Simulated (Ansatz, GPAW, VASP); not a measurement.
**One calculation of Nb, 4 ways**

```
Nb
1.0
    -1.66395    1.66395    1.66395
     1.66395   -1.66395    1.66395
     1.66395    1.66395   -1.66395
Nb
1
Direct
  0.00000 0.00000 0.00000
```

Alike in all runs: task single point; functional LDA; k mesh 11 × 11 × 11; occupations gaussian, width 0.1 eV; no spin polarisation; no spin-orbit coupling. LDA stands for any of its common fits. Pressure is positive in compression and, in plane waves, holds the error of the finite cutoff.

```
                                                    program and potentials  plane-wave cutoff (eV)  notes  pressure (GPa)
                             VASP, LDA PAW files Nb_sv, release 54, 520 eV                     520      -          -11.67
                                      VASP, LDA PAW files Nb_sv_GW, 550 eV                     550      -          -12.27
GPAW, the program's PAW data sets (release 1.2.1) made for this functional                     600      -          -12.40
                            Ansatz, all-electron LAPW, scalar-relativistic                       -      -          -11.53
```

The pressure spans -12.40 (GPAW, the program's PAW data sets (release 1.2.1) made for this functional) to -11.53 GPa (Ansatz, all-electron LAPW, scalar-relativistic), with all-electron results at -11.53. The cell lies far from this level's equilibrium.

The functional is the same throughout but for its coding, so the spread measures potentials, basis and numerics; runs on potential files found faulty are left out.

All four runs put bcc Nb under tension, so at this volume LDA would have the lattice contract. This fits the functional's familiar overbinding, which gives transition metals lattice constants that are too short. The pressure is large because Nb is stiff: its roughly half-filled d band occupies mainly bonding states, and even a modest stretch of the bonds meets a strong restoring force.

The choice of potential changes the size of this tension but not its sign. Nb_sv lies closest to the all-electron value, at -11.67 against -11.53 GPa, while Nb_sv_GW and GPAW give somewhat stronger tension. The remaining differences probably combine basis convergence with the description of the semicore 4s and 4p shells, which respond to volume along with the valence d states. In so stiff a metal, a spread of this size corresponds to only a small change in the equilibrium lattice constant. A single volume doesn't show whether the potentials also agree on the bulk modulus.
